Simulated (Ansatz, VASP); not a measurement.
**CsH in VASP and in Ansatz**

```
CELL_PARAMETERS angstrom
0.00000 2.54185 2.54185
2.54185 0.00000 2.54185
2.54185 2.54185 0.00000
ATOMIC_POSITIONS crystal
Cs 0.00000 0.00000 0.00000
H 0.50000 0.50000 0.50000
```

Change from the starting cell: volume scaled by 0.58, LAPW.

Alike in both runs: task single point; functional LDA; k mesh 12 × 12 × 12; occupations fermi-dirac, width 0.05 eV; no spin polarisation.

|  | VASP | Ansatz |
| --- | --- | --- |
| version | VASP 6.6.1 | Ansatz 0.2.0 |
| potentials or method | VASP PAW LDA potentials, release 64 (Cs_sv, H), cutoff 520 eV | all-electron LAPW, scalar-relativistic |

```tsv
	VASP	Ansatz	Ansatz less VASP
pressure (GPa)	19.1	17.8	-1.31
```

Ansatz ran all-electron here, so the differences hold the error of VASP's frozen core and of both bases.

Caveats: so large a pressure means that the cell lies far from this level's equilibrium, or that cutoff or potentials fall short (VASP).
